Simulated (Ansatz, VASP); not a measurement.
# Two plane-wave programs on LiCl

INCAR

```
SYSTEM = LiCl
PREC = Accurate ; ENCUT = 520
EDIFF = 1E-7 ; ISMEAR = 0
SIGMA = 0.02 ; LREAL = .False.
LASPH = .True. ; NELM = 80
ALGO = Normal ; ISIF = 2
LWAVE = .False. ; LCHARG = .False.
GGA = PE ; NBANDS = 12
```

The input KPOINTS:

```
regular mesh
0
Gamma
  8 8 8
  0 0 0
```

POSCAR

```
LiCl
1.0
    0.0000000000      2.5647600000      2.5647600000
    2.5647600000      0.0000000000      2.5647600000
    2.5647600000      2.5647600000      0.0000000000
Li Cl
1 1
Direct
    0.0000000000      0.0000000000      0.0000000000
    0.4239967872      0.4311202608      0.5858871785
```

Input for Ansatz:

```yaml
crystal:
  lattice:
    - [0.0, 2.56476, 2.56476]
    - [2.56476, 0.0, 2.56476]
    - [2.56476, 2.56476, 0.0]
  atoms:
    - { symbol: Li, position: [0.0, 0.0, 0.0] }
    - { symbol: Cl, position: [0.4239967872, 0.4311202608, 0.5858871785] }
basis:
  ecutwfc: 420
kpoints:
  mp_grid: { grid: [8, 8, 8] }
hamiltonian:
  xc: pbe
scf:
  occupations: { method: gaussian, width: 0.02 }
output:
  forces: true
  stress: true
  eigenvalues: true
  write_density: true
  write_potential: true
  elf: true
  volumetric_format: npy
```

Change from the starting cell: one atom moved.

Alike in both runs: task single point; functional PBE; k mesh 8 × 8 × 8; occupations gaussian, width 0.02 eV; no spin polarisation.

|  | VASP | Ansatz |
| --- | --- | --- |
| version | VASP 6.6.1 | Ansatz 0.2.0 |
| potentials or method | VASP PAW PBE potentials, release 64 (Li_sv, Cl) | scalar-relativistic, plane waves, PAW |
| plane-wave cutoff (eV) | 520 | 420 |
| valence electrons in the cell | 10 | 10 |

```tsv
	VASP	Ansatz	Ansatz less VASP
gap on the k mesh at the Fermi level (eV)	6.26	6.25	-0.011
least direct gap on the mesh (eV)	6.26	6.25	-0.011
rms of the force components (eV/Å)	0.354	0.349	-0.0050
```

Atom by atom the forces differ by 0.005 eV/Å (rms over components).

 A k mesh can miss the band edges.
